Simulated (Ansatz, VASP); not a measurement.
# Two plane-wave programs on Ir

Contents of INCAR:

```
SYSTEM = Ir
  PREC = Accurate
  ENCUT = 520
  EDIFF = 1E-7
  ISMEAR = 0
  SIGMA = 0.15
  LREAL = .False.
  LASPH = .True.
  NELM = 100
  ALGO = Normal
  ISIF = 2
  LWAVE = .False.
  LCHARG = .True.
  GGA = PS
  LELF = .True.
  LVHAR = .True.
  NBANDS = 10
```

KPOINTS

```
Automatic mesh
0
Gamma
  22 22 22
  0 0 0
```

File POSCAR:

```
Ir
1.0
    0.0000000000      1.9197000000      1.6317450000
    1.9197000000      0.0000000000      1.6317450000
    1.9197000000      1.9197000000      0.0000000000
Ir
1
Direct
    0.0000000000      0.0000000000      0.0000000000
```

Input for Ansatz:

```yaml
crystal:
  lattice:
    - [0.0, 1.9197, 1.631745]
    - [1.9197, 0.0, 1.631745]
    - [1.9197, 1.9197, 0.0]
  atoms:
    - { symbol: Ir, position: [0.0, 0.0, 0.0] }
basis:
  ecutwfc: 420
kpoints:
  mp_grid: { grid: [22, 22, 22] }
hamiltonian:
  xc: pbesol
scf:
  occupations: { method: gaussian, width: 0.15 }
output:
  forces: true
  stress: true
  eigenvalues: true
```

Change from the starting cell: strain -0.1500 x Voigt [0, 0, 1, 0, 0, 0], atoms carried along.

Alike in both runs: task single point; functional PBEsol; k mesh 22 × 22 × 22; occupations gaussian, width 0.15 eV; no spin polarisation.

```csv
,VASP,Ansatz
version,VASP 6.6.1,Ansatz 0.2.0
potentials or method,"VASP PAW PBE potentials, release 64 (Ir)","scalar-relativistic, plane waves, PAW"
plane-wave cutoff (eV),520,420
valence electrons in the cell,9,17
```

```csv
,VASP,Ansatz,Ansatz less VASP
gap on the k mesh at the Fermi level (eV),none,none,-
pressure (GPa),97.9,94.7,-3.24
largest component of the traceless stress (GPa),47.66,47.55,-0.112
```

A gap of «none» marks a metal or a gap that the smearing closes. The two sets of potentials don't hold the same shells in valence.

Caveats: the cell as given lies far from equilibrium; so large a pressure means that the cell lies far from this level's equilibrium, or that cutoff or potentials fall short (VASP); the potentials were made for another functional, which shifts forces and pressure (VASP). Spin-orbit coupling is left out, which matters for the levels of Ir.
